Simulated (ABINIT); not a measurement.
Wanted: the native input for an ABINIT 10.8.3 (patched build) run.

| Quantity | Value |
| --- | --- |
| Task | band structure |
| Functional | AM05 |
| Potentials or basis | JTH PAW PBE v2.0 |
| Cutoff | 408 eV |
| k mesh | 11 × 11 × 11 |
| Occupations | fermi-dirac, width 0.05 eV |
| Spin | no spin polarisation |
| Fine-grid cutoff | 816.342 eV |
| Exchange and correlation inside the PAW spheres | full angular mesh (pawxcdev 0, this build's default; the released program takes 1) |

The system is Nb.

```
Nb
1.0
    -1.66395    1.66395    1.66395
     1.66395   -1.66395    1.66395
     1.66395    1.66395   -1.66395
Nb
1
Direct
  0.00000 0.00000 0.00000
```

These files were run (other wordings do the same):

run.abi

```
# Datasets: ground state, then fixed potential
ndtset 2

# Pseudopotentials
pp_dirpath "./"
pseudos "Nb.GGA_PBE-JTH.xml"

# Structure
acell 3*1.0
rprim
    -3.1444097851     3.1444097851     3.1444097851
     3.1444097851    -3.1444097851     3.1444097851
     3.1444097851     3.1444097851    -3.1444097851
ntypat 1
znucl 41
natom 1
typat 1
xred
     0.0000000000     0.0000000000     0.0000000000

# Plane-wave basis
ecut 15.0
pawecutdg 30.0

# Exchange and correlation
ixc -120135

# Bands and occupations
occopt 3
tsmear 0.00183747

# SCF cycle
nstep 100

# Output
iomode 3
prtwf 0
prteig 0
prtebands 0
prtden1 1

# Dataset 1
kptopt1 1
ngkpt1 11 11 11
nshiftk1 1
shiftk1 0.0 0.0 0.0
nband1 11
tolvrs1 1.0e-9

# Dataset 2: bands along G-H-N-G-P-H
iscf2 -2
getden2 1
nband2 15
nbdbuf2 2
tolwfr2 1.0e-12
kptopt2 -5
ndivsm2 5
prteig2 1
kptbounds2
     0.0000000000     0.0000000000     0.0000000000
     0.5000000000    -0.5000000000     0.5000000000
     0.0000000000     0.0000000000     0.5000000000
     0.0000000000     0.0000000000     0.0000000000
     0.2500000000     0.2500000000     0.2500000000
     0.5000000000    -0.5000000000     0.5000000000
```

Potentials or basis: JTH PAW PBE v2.0.

Launch:

```sh
$ abinit run.abi > log 2>&1
```

Results of the run:

```yaml
Band_gap_on_the_k_mesh: none (metal or under the smearing width)
Valence_electrons_inside_the_program's_atomic_spheres: Nb 10.12 (radii [1.1753] Å)
```

It took 8.1 s on 1 thread of AMD EPYC 9B14 (Zen 4), with other jobs on the host, peak memory 0.11 GiB.
